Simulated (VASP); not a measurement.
Here is a VASP 6.6.1 calculation.

File POSCAR:

```
Na
1.0
    2.8410634178     -4.8150756238      0.0000000000
    2.8410634178      4.8150756238      0.0000000000
    0.0000000000      0.0000000000      5.6896850330
Na
4
Direct
    0.1525000000      0.8475000000      0.0785000000
    0.6525000000      0.3475000000      0.4215000000
    0.8475000000      0.1525000000      0.9215000000
    0.3475000000      0.6525000000      0.5785000000
```

Contents of INCAR.step1:

```
ALGO = Normal
EDIFF = 1E-4
ENCUT = 520
GGA = PE
ISMEAR = 0
LASPH = T
LCHARG = F
LREAL = F
LWAVE = T
NBANDS = 22
NELM = 60
PREC = Accurate
SIGMA = 0.1
```

Contents of INCAR.step2:

```
ALGO = Normal
EDIFF = 1E-7
ENCUT = 520
ISIF = 2
ISMEAR = 0
ISTART = 1
LASPH = T
LCHARG = F
LMIXTAU = T
LREAL = F
LWAVE = F
METAGGA = R2SCAN
NBANDS = 22
NELM = 60
PREC = Accurate
SIGMA = 0.1
```

File KPOINTS:

```
k-points
0
Gamma
  4 4 4
```

Potentials or basis: VASP PAW PBE potentials, release 64 (Na_pv).

The run is started by

```bash
$ cat potpaw_PBE.64/Na_pv/POTCAR > POTCAR
$ cp INCAR.step1 INCAR
$ mpirun -np 1 vasp_std > vasp.out
$ cp INCAR.step2 INCAR
$ mpirun -np 1 vasp_std > vasp.out
```

Q: Estimate the band gap on the k mesh.

A: None (metal or under the smearing width).

Q: What does it give for the pressure?

A: 0.8 GPa.

Q: Estimate the largest force.

A: 0.053 eV/Å.

Stress tensor (GPa, compression positive):
```
0.70 0.00 0.00
0.00 0.94 0.00
0.00 0.00 0.61
```

Caveat: the PAW data sets were made with another functional, which shifts forces and pressure a little.
